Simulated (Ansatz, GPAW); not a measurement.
**One calculation of CaO, 3 ways**

```
Ca O
1.0
     0.00000    2.40356    2.40356
     2.40356    0.00000    2.40356
     2.40356    2.40356    0.00000
Ca O
1 1
Direct
  0.00000 0.00000 0.00000
  0.50000 0.50000 0.50000
```

The cell is a database's computed one, not the measured one.

Alike in all runs: task single point; functional PBE; k mesh 10 × 10 × 10; occupations gaussian, width 0.017 eV; no spin polarisation; no spin-orbit coupling. Pressure is positive in compression and, in plane waves, holds the error of the finite cutoff, which Ansatz's Pulay term estimates and takes out.

| program and potentials | plane-wave cutoff (eV) | notes | band gap (eV) | pressure (GPa) |
| --- | --- | --- | --- | --- |
| Ansatz, Ansatz PAW | 420 | Pulay term of +0.41 GPa included | 3.66 | 1.61 |
| GPAW, GPAW PAW data sets (gpaw-data 1.2.1) | 800 | - | 3.69 | 2.16 |
| Ansatz, all-electron LAPW, scalar-relativistic | - | - | ? | ? |

Q: Estimate from the other rows what the run with Ansatz, all-electron LAPW, scalar-relativistic gave.

A: Band gap 3.65 eV; pressure 1.60 GPa. The other rows, which needn't bracket it: band gap 3.66 to 3.69; pressure 1.61 to 2.16.
